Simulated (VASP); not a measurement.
**PtS2: work function with HSE06**

The system is PtS2, a sheet with vacuum.

```xyz
3
Lattice="3.5372 0.0000 0.0000 -1.7686 3.0633 0.0000 0.0000 0.0000 18.4600" Properties=species:S:1:pos:R:3 pbc="T T T"
S     0.0000    2.0422    7.9888
S     1.7686    1.0211   10.4712
Pt   -1.7686    3.0633    9.2300
```

The cell was built by a generator and needn't be a form met in nature.

```
Program                            : VASP 6.6.1
Task                               : work function
Functional                         : HSE06
Potentials or basis                : VASP PAW PBE potentials, release 64 (S, Pt)
Cutoff                             : 520 eV
k mesh                             : 6 × 6 × 1
Occupations                        : gaussian, width 0.03 eV
Spin                               : no spin polarisation
Grid for exact exchange (PRECFOCK) : Fast
Dipole correction                  : yes
Screening parameter                : 0.2 1/A
Further INCAR settings             : ALGO = Normal; EDIFF = 1e-07
```

| Item | Value |
| --- | --- |
| Largest force | 0.351 eV/Å |
| Band gap on the k mesh | 2.95 eV, indirect (least direct gap 3.01 eV) |
| Ionisation potential of the upper face | 7.04 eV |

Forces on the atoms (eV/Å):
```
S    0.000  0.000  0.351
S    0.000  0.000 -0.351
Pt   0.000  0.000  0.000
```

Levels at points of the mesh, in eV from the valence-band top:
```tsv
k point	band 7	band 8	band 9	band 10	band 11	band 12	band 13	band 14	band 15
(0.00, 0.00, 0.00)	-3.52	-1.16	-0.59	-0.07	-0.07	4.22	4.22	6.38	6.75
(0.50, 0.00, 0.00)	-2.84	-2.66	-2.06	-2.02	-1.48	3.90	4.01	6.73	7.92
```

Wall time 2.4 min on 4 MPI ranks on Intel(R) Xeon(R) Platinum 8559C (Emerald Rapids) (shared host), peak memory 0.42 GiB a rank.

Caveat: the PAW data sets were made with another functional, which shifts forces and pressure a little; spin-orbit coupling is left out, which moves the levels of the heavy elements.
